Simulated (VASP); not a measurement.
# Si: equation of state in MP2

Si, Fd-3m (no. 227), 2 atoms in the cell. HF, MP2 total energies; PAW potentials Si_GW (PBE set).

k mesh of the Hartree-Fock energy: 4 × 4 × 4; Volumes (share of the given one): 0.92, 0.96, 1, 1.04, 1.08; Algorithm: Laplace-transformed MP2.

## Input

INCAR.step1:
```
ISMEAR   = 0              # smearing method
SIGMA    = 0.01           # smearing width, eV
EDIFF    = 1E-7           # SCF threshold, eV
PREC     = Accurate       # precision mode
LASPH    = T              # aspherical terms in the spheres
LREAL    = F              # projectors in reciprocal space
LCHARG   = F              # write CHGCAR
ENCUT    = 250            # plane-wave cutoff, eV
GGA      = PE             # functional
LWAVE    = T              # write WAVECAR
ALGO     = Normal         # electronic algorithm
```

INCAR.step2, as INCAR.step1 but for:
```
- EDIFF = 1E-7
- LWAVE = T
- ALGO = Normal
+ EDIFF = 1E-6
+ LHFCALC = T
+ AEXX = 1.0
+ ALDAC = 0.0
+ AGGAC = 0.0
+ HFRCUT = -1
+ PRECFOCK = Fast
+ ALGO = All
+ LWAVE = F
+ KPAR = 8
```

INCAR.step3:
```
ISMEAR   = 0              # smearing method
SIGMA    = 0.01           # smearing width, eV
EDIFF    = 1E-6           # SCF threshold, eV
PREC     = Accurate       # precision mode
LASPH    = T              # aspherical terms in the spheres
LREAL    = F              # projectors in reciprocal space
LCHARG   = F              # write CHGCAR
ENCUT    = 250            # plane-wave cutoff, eV
GGA      = PE             # functional
LWAVE    = T              # write WAVECAR
ALGO     = Normal         # electronic algorithm
```

INCAR.step4, as INCAR.step3 but for:
```
- EDIFF = 1E-6
- ALGO = Normal
+ EDIFF = 1E-7
+ LHFCALC = T
+ AEXX = 1.0
+ ALDAC = 0.0
+ AGGAC = 0.0
+ HFRCUT = -1
+ PRECFOCK = Fast
+ LORBITALREAL = T
+ ALGO = All
```

INCAR.step5, as INCAR.step4 but for:
```
- EDIFF = 1E-7
- ALGO = All
+ EDIFF = 1E-8
+ ALGO = Exact
+ NELM = 1
+ NBANDS = 342
```

INCAR.step6, as INCAR.step5 but for:
```
- HFRCUT = -1
- ALGO = Exact
- NELM = 1
- NBANDS = 342
- LWAVE = T
+ ALGO = ACFDTRK
+ NOMEGA = 6
+ LMP2LT = T
+ KPAR = 4
+ NBANDS = 344
+ LWAVE = F
```

INCAR.step11, as INCAR.step6 but for:
```
- ALGO = ACFDTRK
- NOMEGA = 6
- LMP2LT = T
- KPAR = 4
- LWAVE = F
+ HFRCUT = -1
+ ALGO = Exact
+ NELM = 1
+ LWAVE = T
```

INCAR.step17, as INCAR.step11 but for:
```
- NBANDS = 344
+ NBANDS = 368
```

INCAR.step18, as INCAR.step17 but for:
```
- HFRCUT = -1
- ALGO = Exact
- NELM = 1
- LWAVE = T
+ ALGO = ACFDTRK
+ NOMEGA = 6
+ LMP2LT = T
+ KPAR = 4
+ LWAVE = F
```

INCAR.step23, as INCAR.step18 but for:
```
- ALGO = ACFDTRK
- NOMEGA = 6
- LMP2LT = T
- KPAR = 4
- NBANDS = 368
- LWAVE = F
+ HFRCUT = -1
+ ALGO = Exact
+ NELM = 1
+ NBANDS = 388
+ LWAVE = T
```

INCAR.step24, as INCAR.step23 but for:
```
- HFRCUT = -1
- ALGO = Exact
- NELM = 1
- NBANDS = 388
- LWAVE = T
+ ALGO = ACFDTRK
+ NOMEGA = 6
+ LMP2LT = T
+ KPAR = 4
+ NBANDS = 392
+ LWAVE = F
```

INCAR.step29, as INCAR.step24 but for:
```
- ALGO = ACFDTRK
- NOMEGA = 6
- LMP2LT = T
- KPAR = 4
- LWAVE = F
+ HFRCUT = -1
+ ALGO = Exact
+ NELM = 1
+ LWAVE = T
```

KPOINTS.step1:
```
k-points
0
Gamma
  4 4 4
```

KPOINTS.step3:
```
k-points
0
Gamma
  2 2 2
```

POSCAR.step1:
```
Si
1.0
    0.0000000000      2.6472420506      2.6472420506
    2.6472420506      0.0000000000      2.6472420506
    2.6472420506      2.6472420506      0.0000000000
Si
2
Direct
    0.5000000000      0.5000000000      0.5000000000
    0.7500000000      0.7500000000      0.7500000000
```

POSCAR.step7:
```
Si
1.0
    0.0000000000      2.6850649043      2.6850649043
    2.6850649043      0.0000000000      2.6850649043
    2.6850649043      2.6850649043      0.0000000000
Si
2
Direct
    0.5000000000      0.5000000000      0.5000000000
    0.7500000000      0.7500000000      0.7500000000
```

POSCAR.step13:
```
Si
1.0
    0.0000000000      2.7218511865      2.7218511865
    2.7218511865      0.0000000000      2.7218511865
    2.7218511865      2.7218511865      0.0000000000
Si
2
Direct
    0.5000000000      0.5000000000      0.5000000000
    0.7500000000      0.7500000000      0.7500000000
```

POSCAR.step19:
```
Si
1.0
    0.0000000000      2.7576691254      2.7576691254
    2.7576691254      0.0000000000      2.7576691254
    2.7576691254      2.7576691254      0.0000000000
Si
2
Direct
    0.5000000000      0.5000000000      0.5000000000
    0.7500000000      0.7500000000      0.7500000000
```

POSCAR.step25:
```
Si
1.0
    0.0000000000      2.7925800356      2.7925800356
    2.7925800356      0.0000000000      2.7925800356
    2.7925800356      2.7925800356      0.0000000000
Si
2
Direct
    0.5000000000      0.5000000000      0.5000000000
    0.7500000000      0.7500000000      0.7500000000
```

Commands (each step's output is kept before the next begins):
```
cat potpaw_PBE.64/Si_GW/POTCAR > POTCAR
cp INCAR.step1 INCAR
cp KPOINTS.step1 KPOINTS
cp POSCAR.step1 POSCAR
mpirun -np 8 vasp_std > vasp.out
cp INCAR.step2 INCAR
mpirun -np 8 vasp_std > vasp.out
rm WAVECAR CHG
cp INCAR.step3 INCAR
cp KPOINTS.step3 KPOINTS
mpirun -np 8 vasp_std > vasp.out
cp INCAR.step4 INCAR
mpirun -np 8 vasp_std > vasp.out
cp INCAR.step5 INCAR
mpirun -np 8 vasp_std > vasp.out
cp INCAR.step6 INCAR
mpirun -np 8 vasp_std > vasp.out
rm WAVECAR CHG
cp INCAR.step1 INCAR
cp KPOINTS.step1 KPOINTS
cp POSCAR.step7 POSCAR
mpirun -np 8 vasp_std > vasp.out
cp INCAR.step2 INCAR
mpirun -np 8 vasp_std > vasp.out
rm WAVECAR CHG
cp INCAR.step3 INCAR
cp KPOINTS.step3 KPOINTS
mpirun -np 8 vasp_std > vasp.out
cp INCAR.step4 INCAR
mpirun -np 8 vasp_std > vasp.out
cp INCAR.step11 INCAR
mpirun -np 8 vasp_std > vasp.out
cp INCAR.step6 INCAR
mpirun -np 8 vasp_std > vasp.out
rm WAVECAR CHG
cp INCAR.step1 INCAR
cp KPOINTS.step1 KPOINTS
cp POSCAR.step13 POSCAR
mpirun -np 8 vasp_std > vasp.out
cp INCAR.step2 INCAR
mpirun -np 8 vasp_std > vasp.out
rm WAVECAR CHG
cp INCAR.step3 INCAR
cp KPOINTS.step3 KPOINTS
mpirun -np 8 vasp_std > vasp.out
cp INCAR.step4 INCAR
mpirun -np 8 vasp_std > vasp.out
cp INCAR.step17 INCAR
mpirun -np 8 vasp_std > vasp.out
cp INCAR.step18 INCAR
mpirun -np 8 vasp_std > vasp.out
rm WAVECAR CHG
cp INCAR.step1 INCAR
cp KPOINTS.step1 KPOINTS
cp POSCAR.step19 POSCAR
mpirun -np 8 vasp_std > vasp.out
cp INCAR.step2 INCAR
mpirun -np 8 vasp_std > vasp.out
rm WAVECAR CHG
cp INCAR.step3 INCAR
cp KPOINTS.step3 KPOINTS
mpirun -np 8 vasp_std > vasp.out
cp INCAR.step4 INCAR
mpirun -np 8 vasp_std > vasp.out
cp INCAR.step23 INCAR
mpirun -np 8 vasp_std > vasp.out
cp INCAR.step24 INCAR
mpirun -np 8 vasp_std > vasp.out
rm WAVECAR CHG
cp INCAR.step1 INCAR
cp KPOINTS.step1 KPOINTS
cp POSCAR.step25 POSCAR
mpirun -np 8 vasp_std > vasp.out
cp INCAR.step2 INCAR
mpirun -np 8 vasp_std > vasp.out
rm WAVECAR CHG
cp INCAR.step3 INCAR
cp KPOINTS.step3 KPOINTS
mpirun -np 8 vasp_std > vasp.out
cp INCAR.step4 INCAR
mpirun -np 8 vasp_std > vasp.out
cp INCAR.step29 INCAR
mpirun -np 8 vasp_std > vasp.out
cp INCAR.step24 INCAR
mpirun -np 8 vasp_std > vasp.out
```

## Result

- MP2 volume at rest (Å³/atom): 20.12
- MP2 bulk modulus (GPa): 103
- PBE volume at rest (Å³/atom): 20.61
- PBE bulk modulus (GPa): 88
- Hartree-Fock volume at rest (Å³/atom): 20.85
- Hartree-Fock bulk modulus (GPa): 105

Energy against volume (meV/atom, each curve from its lowest point):

| Volume (Å³/atom) | PBE | Hartree-Fock | MP2 total |
|---|---|---|---|
| 18.55 | 66.7 | 99.5 | 45.3 |
| 19.36 | 21.8 | 39.1 | 10.2 |
| 20.16 | 0.9 | 7.4 | 0 |
| 20.97 | 0 | 0 | 11 |
| 21.78 | 14.7 | 12.2 | 38.1 |

VASP 6.6.1 took 528 s on 8 cores (Intel Xeon Platinum 8259CL @ 2.50GHz (Skylake/Cascade Lake)), a shared host.
